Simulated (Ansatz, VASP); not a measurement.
# SiO2 in VASP and in Ansatz

Contents of INCAR:

```
  PREC = Accurate
  ENCUT = 520
  EDIFF = 1E-8
  ISMEAR = -1
  SIGMA = 0.03
  LREAL = F
  LASPH = T
  NELM = 100
  ALGO = Normal
  ISIF = 2
  LWAVE = F
  LCHARG = F
  GGA = PE
  LEFG = T
  NBANDS = 25
```

The input KPOINTS:

```
regular mesh
0
Gamma
  6 6 9
```

Contents of POSCAR:

```
SiO2
1.0
    4.2077835882      0.0000000000      0.0000000000
    0.0000000000      4.2077835882      0.0000000000
    0.0000000000      0.0000000000      2.6854680646
Si O
2 4
Direct
    0.0000000000      0.0000000000      0.0000000000
    0.5000000000      0.5000000000      0.5000000000
    0.3067000000      0.3067000000      0.0000000000
    0.1933000000      0.8067000000      0.5000000000
    0.6933000000      0.6933000000      0.0000000000
    0.8067000000      0.1933000000      0.5000000000
```

Input for Ansatz:

```yaml
crystal:
  lattice:
    - [4.2077835882, 0.0, 0.0]
    - [0.0, 4.2077835882, 0.0]
    - [0.0, 0.0, 2.6854680646]
  atoms:
    - { symbol: Si, position: [0.0, 0.0, 0.0] }
    - { symbol: Si, position: [0.5, 0.5, 0.5] }
    - { symbol: O, position: [0.3067, 0.3067, 0.0] }
    - { symbol: O, position: [0.1933, 0.8067, 0.5] }
    - { symbol: O, position: [0.6933, 0.6933, 0.0] }
    - { symbol: O, position: [0.8067, 0.1933, 0.5] }
kpoints:
  mp_grid: { grid: [6, 6, 9] }
scf:
  occupations: { method: fermi_dirac, width: 0.03 }
hamiltonian:
  xc: pbe
  pseudopotentials: { kind: paw }
output:
  forces: true
  stress: true
  eigenvalues: true
  efg: { contact_densities: true }
```

Change from the starting cell: volume scaled by 1.02, PAW files.

Alike in both runs: task electric field gradients; functional PBE; k mesh 6 × 6 × 9; occupations fermi-dirac, width 0.03 eV; no spin polarisation.

```csv
,VASP,Ansatz
version,VASP 6.6.1,Ansatz 0.2.0
potentials or method,"VASP PAW PBE potentials, release 64 (Si, O)","PAW with Ansatz's default frozen-core files, scalar-relativistic"
plane-wave cutoff (eV),520,420
valence electrons in the cell,32,32
```

```csv
,VASP,Ansatz,Ansatz less VASP
gap on the k mesh at the Fermi level (eV),5.26,5.27,+0.014
pressure (GPa),4.5,4.3,-0.15
largest component of the traceless stress (GPa),0.13,0.56,+0.428
rms of the force components (eV/Å),0.049,0.041,-0.0081
Vzz of the field gradient on the site that differs most (V/Å²),22.4,19.9,-2.56
```

Atom by atom the forces differ by 0.008 eV/Å (rms over components).

Caveats: an odd mesh through Γ misses points on the zone boundary, where band edges often lie.
